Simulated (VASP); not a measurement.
Write the native input for VASP 6.6.1 that does the following.

```
Task                   : relaxation of cell and atoms
Functional             : RPBE
Potentials or basis    : VASP PAW PBE potentials, release 64 (Ge_d)
Cutoff                 : 600 eV
k mesh                 : 12 × 12 × 12
Occupations            : gaussian, width 0.05 eV
Spin                   : no spin polarisation
Further INCAR settings : ALGO = Normal; EDIFF = 1e-07; IBRION = 2; EDIFFG = -0.02; NSW = 40; ISIF = 3
```

The structure of Ge lies in POSCAR:

```
Ge
1.0
   -1.6084200000      1.6084200000      1.8731800000
    1.6084200000     -1.6084200000      1.8731800000
    1.6084200000      1.6084200000     -1.8731800000
Ge
1
Direct
    0.5000000000      0.5000000000      0.0000000000
```

The cell was built by a generator and needn't be a form met in nature.

One way to write it, as run:

INCAR

```
PREC = Accurate
ENCUT = 600
EDIFF = 1E-7
ISMEAR = 0
SIGMA = 0.05
LREAL = F
LASPH = T
NELM = 60
ALGO = Normal
ISIF = 3
LWAVE = F
LCHARG = F
GGA = RP
IBRION = 2
NSW = 40
EDIFFG = -0.02
```

KPOINTS

```
Automatic mesh
0
Gamma
  12 12 12
```

Potentials or basis: VASP PAW PBE potentials, release 64 (Ge_d).

The run is started by

```bash
$ cat potpaw_PBE.64/Ge_d/POTCAR > POTCAR
$ mpirun -np 1 vasp_std > vasp.out
```

Results of the run:

The relaxed volume is 20.15 Å³/atom. The relaxed cell is a = 2.987 Å, b = 2.987 Å, c = 2.987 Å, α = 114.08°, β = 114.08°, γ = 100.59°. The space group after relaxing (to 0.05 Å) is I4/mmm (No. 139), the energy gained by relaxing is 5.9 meV/atom and the ionic steps are 4. The pressure after relaxing is 0.0 GPa and the band gap on the k mesh is none (metal or under the smearing width).

Caveat: the PAW data sets were made with another functional, which shifts forces and pressure a little.

It took 24 s on 1 thread of Intel(R) Xeon(R) 6975P-C (Granite Rapids), on a shared host, peak memory 0.17 GiB.
